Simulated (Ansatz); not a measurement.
The system is BP.

```xyz
2
Lattice="0.0000 2.2690 2.2690 2.2690 0.0000 2.2690 2.2690 2.2690 0.0000" Properties=species:S:1:pos:R:3 pbc="T T T"
P     3.4035    3.4035    3.4035
B     0.0000    0.0000    0.0000
```

Program: Ansatz 0.2.0. Alike in all runs: potentials or basis Ansatz PAW; no spin polarisation; cell as given. Hardware: 2 threads of Intel(R) Xeon(R) Processor @ 2.70GHz (shared host).

Q: Order these runs on this cell by their wall time, lowest first.
A. task band structure; level r2SCAN; k mesh 10 × 10 × 10; cutoff (eV) 500; smearing fermi-dirac 0.05 eV; points for each segment of the path 14; mesh quality not flagged
B. task Born charges and dielectric tensor; level LDA; k mesh 10 × 10 × 10; cutoff (eV) 420; smearing fixed; mesh quality not flagged
C. task band structure; level HF; k mesh 5 × 5 × 5; cutoff (eV) 420; smearing fermi-dirac 0.05 eV; points for each segment of the path 4; mesh quality coarse
D. task single point; level PBE; k mesh 10 × 10 × 10; cutoff (eV) 420; smearing gaussian 0.012 eV; mesh quality not flagged

A: D (1.2 s), A (3.3 s), B (14 s), C (46 s).

Caveats: some runs use coarse meshes.
